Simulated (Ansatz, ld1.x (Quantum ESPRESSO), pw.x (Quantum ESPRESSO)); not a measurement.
# Equation-of-state test of one RRKJ potential (Be)

- Element: Be
- Generator: ld1.x (Quantum ESPRESSO) 7.5
- Type: norm-conserving RRKJ (Kleinman–Bylander form)
- Functional: PBE
- Relativity: scalar-relativistic
- Frozen core: [He]
- Valence charge: 2
- Reference configuration: 2s2 2p0
- Partial waves: 2s (bound): rc 2.25 bohr; 2p (bound, empty): rc 3.80 bohr; 3d channel at 0.05 Ry: rc 4.00 bohr
- Local potential: all-electron potential smoothed inside 3.40 bohr (lloc = -1)
- Core correction: Bessel-smoothed model core inside 1.50 bohr

Crystal test: diamond Be in pw.x 7.5, no spin, 9³ k-points, Fermi–Dirac smearing 0.01 Ry, cutoffs 50/200 Ry. The reference is all-electron LAPW (Ansatz 0.2.0) with the same functional, mesh and smearing; V0 and B0 come from Birch–Murnaghan fits to the pressures at five volumes. Errors are pseudo minus all-electron; Δ is the rms difference of the E(V) curves that follow from these fits, minima aligned, over ±6 % about the mean V0. Mesh and smearing are coarse, so the numbers serve the comparison and aren't converged zero-temperature values; the lattice is a test structure that the element need not adopt.

All-electron: a0 = 4.900 Å (V0 = 14.71 Å³/atom), B0 = 43.6 GPa.

Q: How far does the potential miss the all-electron equation of state?

A: mean pressure error (GPa): -5.50. The pressure does not cross zero within the volumes sampled, so no fit is given. The largest radius (4.00 bohr) exceeds half the bond length (2.01 bohr), so the spheres overlap, which is one possible source of error among others. This is a poor potential for the solid.

```tsv
V (Å³/atom)	P all-electron (GPa)	P pseudo (GPa)
14.006	2.32	-3.90
14.374	1.04	-4.79
14.743	-0.10	-5.57
15.112	-1.12	-6.25
15.480	-2.04	-6.85
```

Q: At the middle volume, how do free energy and pressure move when the wave cutoff is lowered (ecutrho kept at four times it)?

A:

| cutoff (Ry) | shift of F (meV/atom) | shift of P (GPa) |
| --- | --- | --- |
| 22 | +0.5 | -0.02 |
| 30 | +0.2 | -0.01 |
| 40 | +0.0 | +0.00 |

The run at the middle volume (35 k-points, 6 iterations) took about 3.2 s on one core of a shared host (Neoverse-V1, 32 threads, 247 GiB, load 10).
